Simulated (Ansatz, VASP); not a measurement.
## CuO: VASP beside Ansatz

```xyz
4
Lattice="2.8795 0.0000 0.0000 0.0391 2.8793 0.0000 0.0175 0.0172 5.1763" Properties=species:S:1:pos:R:3 pbc="T T T"
Cu    0.0195    1.4396    0.0000
Cu    1.4485    0.0086    2.5882
O     2.8881    0.0177    3.8817
O     0.0479    2.8788    1.2947
```

The cell comes from a database or a generator and needn't be the stable form of this composition.

Alike in both runs: task single point; functional PBE; k mesh 9 × 9 × 5; occupations fermi-dirac, width 0.05 eV; no spin polarisation.

|  | VASP | Ansatz |
| --- | --- | --- |
| version | VASP 6.6.1 | Ansatz 0.2.0 |
| potentials or method | VASP PAW PBE potentials, release 64 (Cu, O) | Ansatz PAW |
| plane-wave cutoff (eV) | 520 | 420 |
| valence electrons in the cell | 34 | 50 |

Ansatz gave:

* gap on the k mesh at the Fermi level (eV): none
* pressure (GPa): 5.8
* largest component of the traceless stress (GPa): 1.24
* rms of the force components (eV/Å): 0.005

Q: What did VASP give for the same quantities?

A: gap on the k mesh at the Fermi level (eV): none; pressure (GPa): 6.6; largest component of the traceless stress (GPa): 0.90; rms of the force components (eV/Å): 0.005.

Atom by atom the forces differ by 0.001 eV/Å (rms over components). A gap of «none» marks a metal or a gap that the smearing closes. The two sets of potentials don't hold the same shells in valence.

Caveats: the run has no spin polarisation, though such a crystal can be magnetic; semilocal functionals often make such compounds metallic where correlation or magnetic order opens a gap, which also shifts bond lengths; the pressure holds a Pulay correction of +0.7 GPa for the finite cutoff (Ansatz).
